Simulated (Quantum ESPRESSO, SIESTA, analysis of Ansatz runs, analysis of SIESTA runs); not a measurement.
# Levels of V_I in KI (Fm-3m), rung by rung (SIESTA), part 2 of 3

We place the charge-transition levels of V_I in KI (Fm-3m) with atom-centred orbitals, then repeat the energies at other levels of method to see what holds. Model: a cell of 54 host atoms with 1 I taken out.

SIESTA 5.4.2; SIESTA numerical-orbital DFT, PBEsol, DZP basis, PseudoDojo 0.4.1 potentials converted to PSML; charged supercells in a uniform background, point-charge correction with alignment at far sites.

So far. Step 3 (Relaxing each charge state): Against the host's sites the lattice moves most at charge +1 (0.22 Å); the smallest move among the states is 0.03 Å. Step 4 (Corrections and levels): So at this level: (+1/0) at 3.03 eV (3.34 without the correction) and (0/−1) at 3.80 eV (3.59 without the correction), in a gap of 3.78 eV. (0/−1) lies outside the gap, so the charge beyond is not the lowest at any Fermi level in the gap, within the error of the correction.

### Step 5. SIESTA, PBEsol, DZP, mesh 300 Ry, energy shift 0.02 Ry, with orbitals at the vacancy, k = ¼

The orbitals' energy shift goes from 0.005 to 0.02 Ry on the same structures. A larger shift confines the orbitals more: the run is cheaper, and the tails that carry anions and vacancy electrons are cut.

Input file defect.fdf:

```
SystemName                      K27I26
SystemLabel                     defect
NumberOfSpecies                 3
NumberOfAtoms                   54
%block ChemicalSpeciesLabel
  1   19 K
  2   53 I
  3  -53 I_ghost
%endblock ChemicalSpeciesLabel
LatticeConstant                 1.0 Ang
%block LatticeVectors
     0.000000000    10.627308000    10.627308000
    10.627308000     0.000000000    10.627308000
    10.627308000    10.627308000     0.000000000
%endblock LatticeVectors
AtomicCoordinatesFormat         Fractional
%block AtomicCoordinatesAndAtomicSpecies
    -0.000024653     0.001248294    -0.000831725  1
     0.167141999     0.166978175     0.166971683  2
    -0.000438446     0.000756589     0.333145468  1
[... 25 atom lines left out ...]
     0.499811664     0.500262108     0.836064928  2
[... 3 atom lines left out ...]
     0.500152296     0.834730536     0.499892588  2
[... 1 atom line left out ...]
     0.500467287     0.833068826     0.832955909  2
[... 9 atom lines left out ...]
     0.835810536     0.500942948     0.499163382  2
[... 1 atom line left out ...]
     0.833066238     0.499921476     0.832939584  2
[... 3 atom lines left out ...]
     0.832727583     0.833364715     0.501070026  2
[... 2 atom lines left out ...]
     0.500185334     0.499480832     0.499067909  3
%endblock AtomicCoordinatesAndAtomicSpecies
%block kgrid.MonkhorstPack
    1   0   0  0.25
    0   1   0  0.25
    0   0   1  0.25
%endblock kgrid.MonkhorstPack
XC.Functional                   GGA
XC.Authors                      PBEsol
PAO.BasisSize                   DZP
PAO.EnergyShift                 0.02 Ry
Mesh.Cutoff                     300 Ry
NetCharge                       -1.0
OccupationFunction              FD
ElectronicTemperature           0.01 eV
MaxSCFIterations                150
SCF.MustConverge                true
SCF.Mixer.Method                Pulay
SCF.Mixer.Weight                0.2
SCF.Mixer.History               10
SCF.DM.Tolerance                1.0e-4
SCF.H.Tolerance                 1.0e-3 eV
WriteForces                     true
Charge.Mulliken                 end
SaveRho                         true
SaveElectrostaticPotential      true
Charge.Hirshfeld                end
Charge.Voronoi                  end
```

Started as:

```console
$ OMP_NUM_THREADS=1 siesta defect.fdf > defect.out
```

It took 76 s on 1 MPI rank of Arm Neoverse V2, shared host; peak memory 0.8 GiB.

On the kept structures the largest force at this level is 0.05 eV/Å, so they are close to rest here too.

By state, in eV; the first energy still holds the atoms taken out or put in:

```
charge  moment (μB)  energy over the host, electrons at the valence top  point-charge term  potential shift at far sites  its spread  correction
    −1            0                                             358.417              0.282                         0.050       0.008       0.232
     0            1                                             354.859              0.000                             -           -       0.000
    +1            0                                             351.571              0.282                         0.014       0.028       0.296
```

Against the first level the gap goes from 3.78 to 3.81 eV, and the level that moves most, (+1/0), from 3.03 to 2.99 eV.

### Step 6. SIESTA, PBEsol, DZP, mesh 300 Ry, energy shift 0.01 Ry, with orbitals at the vacancy, k = ¼

The orbitals' energy shift goes from 0.005 to 0.01 Ry on the same structures. A larger shift confines the orbitals more: the run is cheaper, and the tails that carry anions and vacancy electrons are cut.

Edit defect.fdf of step 5 so:

```diff
@@ -43,3 +43,3 @@
 PAO.BasisSize                   DZP
-PAO.EnergyShift                 0.02 Ry
+PAO.EnergyShift                 0.01 Ry
 Mesh.Cutoff                     300 Ry
```

The job ended after 1.7 min (1 MPI rank; peak memory 0.93 GiB).

On the kept structures the largest force at this level is 0.03 eV/Å, so they are close to rest here too.

By state, in eV; the first energy still holds the atoms taken out or put in:

```
charge  moment (μB)  energy over the host, electrons at the valence top  point-charge term  potential shift at far sites  its spread  correction
    −1            0                                             358.866              0.282                         0.061       0.010       0.221
     0            1                                             355.284              0.000                             -           -       0.000
    +1            0                                             351.956              0.282                         0.020       0.031       0.302
```

Against the first level the gap goes from 3.78 to 3.81 eV, and the level that moves most, (+1/0), from 3.03 to 3.03 eV.

### Step 7. SIESTA, PBEsol, DZP, mesh 300 Ry, energy shift 0.002 Ry, with orbitals at the vacancy, k = ¼

The orbitals' energy shift goes from 0.005 to 0.002 Ry on the same structures. A smaller shift lets the orbitals reach further, at a higher cost; if the levels stay, the first range was enough.

Edit defect.fdf of step 6 so:

```diff
@@ -43,3 +43,3 @@
 PAO.BasisSize                   DZP
-PAO.EnergyShift                 0.01 Ry
+PAO.EnergyShift                 0.002 Ry
 Mesh.Cutoff                     300 Ry
```

Wall time 3.6 min (1 MPI rank); peak memory 1.3 GiB.

On the kept structures the largest force at this level is 0.03 eV/Å, so they are close to rest here too.

By state, in eV; the first energy still holds the atoms taken out or put in:

```
charge  moment (μB)  energy over the host, electrons at the valence top  point-charge term  potential shift at far sites  its spread  correction
    −1            0                                             359.138              0.282                         0.074       0.009       0.207
     0            1                                             355.535              0.000                             -           -       0.000
    +1            0                                             352.213              0.282                         0.029       0.029       0.311
```

Against the first level the gap goes from 3.78 to 3.80 eV, and the level that moves most, (+1/0), from 3.03 to 3.01 eV.

### Step 8. SIESTA, PBEsol, SZP, mesh 300 Ry, energy shift 0.005 Ry, with orbitals at the vacancy, k = ¼

The basis is cut down to SZP on the same structures. It is cheaper, and shows which numbers a minimal description loses first.

Edit defect.fdf of step 7 so:

```diff
@@ -42,4 +42,4 @@
 XC.Authors                      PBEsol
-PAO.BasisSize                   DZP
-PAO.EnergyShift                 0.002 Ry
+PAO.BasisSize                   SZP
+PAO.EnergyShift                 0.005 Ry
 Mesh.Cutoff                     300 Ry
```

Run time: 1.8 min. Hardware: 1 MPI rank; peak memory 1 GiB.

On the kept structures the largest force at this level is 0.04 eV/Å, so they are close to rest here too.

By state, in eV; the first energy still holds the atoms taken out or put in:

```
charge  moment (μB)  energy over the host, electrons at the valence top  point-charge term  potential shift at far sites  its spread  correction
    −1            0                                             359.111              0.282                         0.058       0.010       0.224
     0            1                                             355.467              0.000                             -           -       0.000
    +1            0                                             352.104              0.282                         0.026       0.031       0.308
```

Against the first level the gap goes from 3.78 to 3.96 eV, and the level that moves most, (0/−1), from 3.80 to 3.87 eV; counted from the conduction bottom it moves by 0.11 eV, so it follows the valence band more closely, by this count alone (no common zero is set between the two levels of method).

### Step 9. SIESTA, PBEsol, TZP, mesh 300 Ry, energy shift 0.005 Ry, with orbitals at the vacancy, k = ¼

The basis is enlarged to TZP on the same structures. If the levels stay put, the first basis was large enough for them.

Edit defect.fdf of step 8 so:

```diff
@@ -42,3 +42,3 @@
 XC.Authors                      PBEsol
-PAO.BasisSize                   SZP
+PAO.BasisSize                   TZP
 PAO.EnergyShift                 0.005 Ry
```

It took 2.8 min on 1 MPI rank; peak memory 1.2 GiB.

On the kept structures the largest force at this level is 0.03 eV/Å, so they are close to rest here too.

By state, in eV; the first energy still holds the atoms taken out or put in:

```
charge  moment (μB)  energy over the host, electrons at the valence top  point-charge term  potential shift at far sites  its spread  correction
    −1            0                                             359.048              0.282                         0.071       0.009       0.210
     0            1                                             355.462              0.000                             -           -       0.000
    +1            0                                             352.145              0.282                         0.024       0.030       0.306
```

Against the first level the gap goes from 3.78 to 3.77 eV, and the level that moves most, (+1/0), from 3.03 to 3.01 eV.

### Step 10. SIESTA, PBEsol, DZP, mesh 300 Ry, energy shift 0.005 Ry, without orbitals at the vacancy, k = ¼

Basis functions at the vacant site are taken away. Electrons trapped in a vacancy have no atom to sit on, so a basis that only follows atoms may describe them poorly.

Input file defect.fdf:

```
SystemName                      K27I26
SystemLabel                     defect
NumberOfSpecies                 2
NumberOfAtoms                   53
%block ChemicalSpeciesLabel
  1   19 K
  2   53 I
%endblock ChemicalSpeciesLabel
LatticeConstant                 1.0 Ang
%block LatticeVectors
     0.000000000    10.627308000    10.627308000
    10.627308000     0.000000000    10.627308000
    10.627308000    10.627308000     0.000000000
%endblock LatticeVectors
AtomicCoordinatesFormat         Fractional
%block AtomicCoordinatesAndAtomicSpecies
    -0.000024653     0.001248294    -0.000831725  1
     0.167141999     0.166978175     0.166971683  2
[... 25 atom lines left out ...]
     0.340150770     0.340510316     0.659510574  1
[... 3 atom lines left out ...]
     0.339881135     0.660552183     0.339175970  1
[... 1 atom line left out ...]
     0.340093935     0.659689547     0.660340417  1
[... 9 atom lines left out ...]
     0.659660000     0.340020163     0.340194525  1
[... 1 atom line left out ...]
     0.659950996     0.341104304     0.659301631  1
[... 3 atom lines left out ...]
     0.660068947     0.660323480     0.339489455  1
[... 2 atom lines left out ...]
     0.832941607     0.832752848     0.833443615  2
%endblock AtomicCoordinatesAndAtomicSpecies
%block kgrid.MonkhorstPack
    1   0   0  0.25
    0   1   0  0.25
    0   0   1  0.25
%endblock kgrid.MonkhorstPack
XC.Functional                   GGA
XC.Authors                      PBEsol
PAO.BasisSize                   DZP
PAO.EnergyShift                 0.005 Ry
Mesh.Cutoff                     300 Ry
NetCharge                       -1.0
OccupationFunction              FD
ElectronicTemperature           0.01 eV
MaxSCFIterations                150
SCF.MustConverge                true
SCF.Mixer.Method                Pulay
SCF.Mixer.Weight                0.2
SCF.Mixer.History               10
SCF.DM.Tolerance                1.0e-4
SCF.H.Tolerance                 1.0e-3 eV
WriteForces                     true
Charge.Mulliken                 end
SaveRho                         true
SaveElectrostaticPotential      true
Charge.Hirshfeld                end
Charge.Voronoi                  end
```

It took 2.2 min on 1 MPI rank; peak memory 1.1 GiB.

On the kept structures the largest force at this level is 0.05 eV/Å, so they are close to rest here too.

By state, in eV; the first energy still holds the atoms taken out or put in:

```
charge  moment (μB)  energy over the host, electrons at the valence top  point-charge term  potential shift at far sites  its spread  correction
    −1            0                                             359.094              0.282                         0.072       0.010       0.209
     0            1                                             355.503              0.000                             -           -       0.000
    +1            0                                             352.157              0.282                         0.026       0.032       0.308
```

Against the first level the gap goes from 3.78 to 3.78 eV, and the level that moves most, (+1/0), from 3.03 to 3.04 eV.

[end of part 2 of 3]

[Logs are printed without paths, hosts, clocks, repeated set-up lines and the standing remarks that a program may print on its own settings, such as how far it seeks lower states.]

[Hosts, paths, dates, database ids (printed as entryN), source tags and the programs' standing remarks are cut or masked in the printed files.]

[For some hosts the program warned that the k-mesh of the response run may be too coarse for force constants and the static dielectric constant; such warnings are not shown here.]

[Charge tables in the logs are Mulliken or Hirshfeld populations, whose sizes and signs can differ; where basis functions stand at a vacancy, SIESTA counts their charge against the missing atom's valence.]

[In relaxation paths of CP2K, step 0 can be the structure after the first move, since the trajectory file begins there, and the last row can be the final structure solved once more.]
